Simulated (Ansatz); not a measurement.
The cell is COD entry 1534488, as deposited and not checked against the literature; nothing was relaxed. The listed cell was then made from it by scaling, straining or moving an atom.

Sn: DFT, PBE, all-electron PAW with datasets made for the crystal, scalar-relativistic (Ansatz 0.2.0). What sets it apart from a plain run of this crystal: equal xx and yy strain of +3 %.

Command: `ansatz run input.yaml --threads 1 --pin off --max-ram 3072MiB --backend cpu --events-out ev --progress --plain --runs-dir out` The run took 42 s on 1 thread of Arm Neoverse V1, on a shared host, peak memory 0.81 GiB.

```yaml
crystal:
  lattice:
    - [-3.0033255, 3.0033255, 1.59065]
    - [3.0033255, -3.0033255, 1.59065]
    - [3.0033255, 3.0033255, -1.59065]
  atoms:
    - { symbol: Sn, position: [0.0, 0.0, 0.0] }
    - { symbol: Sn, position: [0.75, 0.25, 0.5] }
kpoints:
  mp_grid: { grid: [15, 15, 15] }
scf:
  occupations: { method: fermi_dirac, width: 0.05 }
hamiltonian:
  xc: pbe
  pseudopotentials: { kind: all_electron, datasets: crystal }
output:
  forces: true
  stress: true
  eigenvalues: true
  efg: { contact_densities: true }
```

Output (standing set-up lines are left out):

```
Crystal: 2 atoms, lattice volume = 57.390 Å³
Basis set: ecut = 240 eV, 493 PW (Γ), exchange–correlation on 48×48×48 points (8 copies of the dense FFT grid, shifted against one another)
Space group: I41/amd (ITA 141), of the structure as read, at distance tolerance 3.9e-5 Å
iter 1 solved again at ethr=3.15e-4 eV; its pass at ethr=1.00e-1 eV (dr2=8.83e-2 eV) is discarded
SCF iter   1: F=—  HF=-336178.799063 eV  |F-HF|=—  |Δ(HF+E_count)|=         —  Δρ=1.26e-2  dr2=9.09e-2  ethr=3.15e-4  ⟨swp⟩=5.3  Hψ=33273  notcnv=0
preconditioner: auto → Kerker (q_TF=auto, 2.421 Å⁻¹)  [metal: Δε(μ)=0.017 eV  Ē_g=21.361 eV  σ=0.050 eV  W_gap=0.08  n_scr=16 (ndim 8)  ℏωp=25.9 eV  f_vac=0.000  D(μ)=0.92/eV (n_scr^D=4)]
SCF iter   2: F=—  HF=-336178.792286 eV  |F-HF|=—  |Δ(HF+E_count)|=   6.78e-3  Δρ=8.56e-3  dr2=4.25e-2  ethr=3.15e-4  ⟨swp⟩=2.1  Hψ=10053  notcnv=0  defer=24
iter 3 solved again at ethr=7.60e-6 eV; its pass at ethr=1.52e-4 eV (dr2=2.13e-3 eV) is discarded
SCF iter   3: F=—  HF=-336178.791176 eV  |F-HF|=—  |Δ(HF+E_count)|=   1.11e-3  Δρ=1.83e-3  dr2=2.04e-3  ethr=7.60e-6  ⟨swp⟩=2.1  Hψ=24378  notcnv=0  defer=17
SCF iter   4: F=—  HF=-336178.790898 eV  |F-HF|=—  |Δ(HF+E_count)|=   2.78e-4  Δρ=9.24e-4  dr2=5.09e-4  ethr=7.28e-6  ⟨swp⟩=2.0  Hψ=9900  notcnv=0  defer=9
SCF iter   5: F=—  HF=-336178.790943 eV  |F-HF|=—  |Δ(HF+E_count)|=   4.52e-5  Δρ=7.90e-5  dr2=2.95e-6  ethr=1.82e-6  ⟨swp⟩=3.0  Hψ=12711  notcnv=0  defer=8
SCF iter   6: F=—  HF=-336178.790942 eV  |F-HF|=—  |Δ(HF+E_count)|=   8.71e-7  Δρ=4.29e-5  dr2=7.41e-7  ethr=1.06e-8  ⟨swp⟩=3.0  Hψ=13955  notcnv=0  defer=3
SCF iter   7: F=—  HF=-336178.790942 eV  |F-HF|=—  |Δ(HF+E_count)|=   2.25e-7  Δρ=1.50e-5  dr2=1.33e-7  ethr=2.65e-9  ⟨swp⟩=3.0  Hψ=11601  notcnv=0  defer=4
SCF iter   8: F=-336178.790942 eV  HF=-336178.790942 eV  |F-HF|=7.97e-9  |Δ(HF+E_count)|=   4.31e-9  Δρ=8.22e-6  dr2=4.14e-8  ethr=4.75e-10  ⟨swp⟩=2.0  Hψ=9895  notcnv=0  defer=2
SCF 1 converged in 8 iterations: F = -336178.790943 eV  dr2 = 4.14e-8
  Residual-converged pass: ⟨swp⟩=3.0  Hψ=10835  notcnv=0  max |occ|·‖R‖ = 5.3e-6 eV (tolerance 5.3e-6 eV)  dr2=4.13e-8  dr2_onsite=1.16e-8  max |Δocc| = 9.2e-10
  greatest PAW one-centre occupation: 0.991 electrons in one spin orbital (limit 2), on the Sn atom at site 1 (counted from 0), in its partial waves of l = 2
SCF converged after 8 iterations
Free energy (F): -336178.790943 eV
Harris-Foulkes:  -336178.790943 eV  (|F-HF|=7.97e-9)
Internal energy: -336178.783342 eV  (E = F + TS)
E sigma→0 (E₀):  -336178.787143 eV
Entropy (-TS):   -0.007601 eV (-3.800 meV/atom)
Past the cutoff: the bands carry plane waves up to 1.75 times it, of which those up to 1.5 times it add -0.000480 eV an atom, each by itself; the spheres take 0.000821 eV an atom off the energy for waves past 1.75 times it
By the cutoff:   a pressure is off by up to 0.009 GPa (1.2 times the spheres' own share and the shells' term, over an atom's volume, and 0.004 GPa: a bound that held against runs at twice the plane waves)
Past the cutoffs: a stress includes 0.0024 GPa for waves and charges beyond them, in addition to the slope of what the spheres take
In the spheres:  the bands' charges fall short by 9.2e-7 e at most (sound up to 1e-3)
Fermi energy:    12.702836 eV
--- Per-component energies (eV) ---
  The terms above E_closure are by the made datasets' own strengths, without shells solved beside the bands.
--- Forces (eV/Å), atoms counted from 1 ---
  atom   1  Sn     0.00000000    -0.00000000     0.00000000
  atom   2  Sn     0.00000000    -0.00000000     0.00000000
  max |Σ_I F_I| component: 1.39e-17 eV/Å
--- Stress (GPa, compression-positive) ---
       -0.760030       0.000000       0.000000
        0.000000      -0.760030       0.000000
       -0.000000      -0.000000       0.116578
  P = ⅓ Tr σ = -0.4678 GPa (-4.678 kbar)
--- PAW observables at the nuclei: V_zz in 10²¹ V/m², potentials from the cell's mean, atoms counted from 1 ---
  atom   1  Sn V_zz =    +2.933175   η = 0.0000   by run symmetry: allowed
            electrostatic potential = -8173.539812 V   contact ρ = 1236324.629611 e/Å³
  atom   2  Sn V_zz =    +2.933175   η = 0.0000   by run symmetry: allowed
            electrostatic potential = -8173.539812 V   contact ρ = 1236324.629611 e/Å³
--- Band table (eV; the first three rows and the last of 288) ---
  k-point 0: bands = ["-8.8697", "-8.8290", "-8.7821", "-8.7646", "-8.6284", "-8.6284", "-8.6210", "-8.6210", "-8.5608", "-8.4686", "1.9758", "8.6457", "10.7800", "10.7800", "15.6751", "18.4289", "18.4289", "19.5945"]
  k-point 1: bands = ["-8.8665", "-8.8292", "-8.7837", "-8.7622", "-8.6297", "-8.6271", "-8.6204", "-8.6200", "-8.5626", "-8.4717", "2.0131", "8.3736", "10.8243", "10.9851", "15.8471", "18.0754", "18.1993", "19.6511"]
  k-point 2: bands = ["-8.8572", "-8.8299", "-8.7881", "-8.7550", "-8.6340", "-8.6237", "-8.6189", "-8.6171", "-8.5677", "-8.4808", "2.1248", "7.7649", "10.9570", "11.4056", "16.3502", "17.3489", "17.6407", "19.5345"]
  k-point 287: bands = ["-8.8339", "-8.8334", "-8.6633", "-8.6556", "-8.6491", "-8.6468", "-8.6262", "-8.6212", "-8.6178", "-8.6162", "5.0828", "5.1998", "8.2134", "8.3333", "18.0735", "18.0764", "20.9698", "21.1532"]
```
